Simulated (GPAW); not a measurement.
# CuAu in GPAW: convergence with density grid spacing (A)

Input of the first run (density grid spacing (A) 0.24); the others differ in this setting and in those tied to it:

File run.py:

```python
from ase.dft.bandgap import bandgap
from ase.io import read, write
from ase.units import GPa
from gpaw import GPAW, PW

atoms = read('POSCAR')

calc = GPAW(mode=PW(600),
            h=0.24,
            xc='LDA',
            kpts={'size': (7, 7, 6), 'gamma': True},
            occupations={'name': 'fermi-dirac', 'width': 0.05},
            nbands=23,
            convergence={'density': 1e-05, 'energy': 1e-05},
            maxiter=100,
            txt='gpaw.txt')
atoms.calc = calc
energy = atoms.get_potential_energy()
forces = atoms.get_forces()
stress = atoms.get_stress()
calc.write('gs.gpw')
write('result.traj', atoms)
print(f'Energy: {energy:.6f} eV')
print('Forces (eV/A):')
print(forces.round(4))
print('Stress (GPa):', (stress / GPa).round(3))
print('Fermi level:', round(calc.get_fermi_level(), 4), 'eV')
print(f'Gap: {bandgap(calc)[0]:.4f} eV, direct: {bandgap(calc, direct=True)[0]:.4f} eV')
```

Contents of POSCAR:

```
CuAu
1.0
    2.8107494552      0.0000000000      0.0000000000
    0.0000000000      2.8107494552      0.0000000000
    0.0000000000      0.0000000000      3.6850000000
Au Cu
1 1
Direct
    0.0000000000      0.0000000000      0.0000000000
    0.5000000000      0.5000000000      0.5000000000
```

Potentials or basis: the program's PAW data sets (release 1.2.1) made for this functional, pw.

The run is started by

```sh
$ OMP_NUM_THREADS=1 python run.py
```

Hardware: 1 thread of Arm Neoverse V1, with other jobs on the host.

| density grid spacing (A) | energy less the tightest run, at zero smearing (meV/atom) | pressure (GPa) | SCF cycles | CPU time (s) | peak memory (GiB) |
| --- | --- | --- | --- | --- | --- |
| 0.24 | 0.17 | -6.61 | 11 | 11 | 0.15 |
| 0.2 | 0.00 | -6.66 | 11 | 13 | 0.15 |
| 0.17 | 0.00 | -6.65 | 11 | 21 | 0.15 |
| 0.15 | 0.00 | -6.65 | 11 | 19 | 0.16 |
| 0.13 | 0.00 | -6.65 | 11 | 35 | 0.18 |
| 0.11 | 0.00 | -6.65 | 11 | 51 | 0.2 |
| 0.09 | 0.00 | -6.65 | 11 | 63 | 0.24 |

Against the tightest run, the energy stays within 1 meV/atom from 0.24 on; the pressure stays within 0.1 GPa from 0.24 on. The tightest run that finished is the yardstick and may itself not be fully converged.

Caveat, for the tightest run too: with these Cu and Au data sets, volumes or pressures lay over 1.5 % or 2 GPa off other programs in two to four cells of ten. Spin-orbit coupling is left out, which matters for the levels of Au.
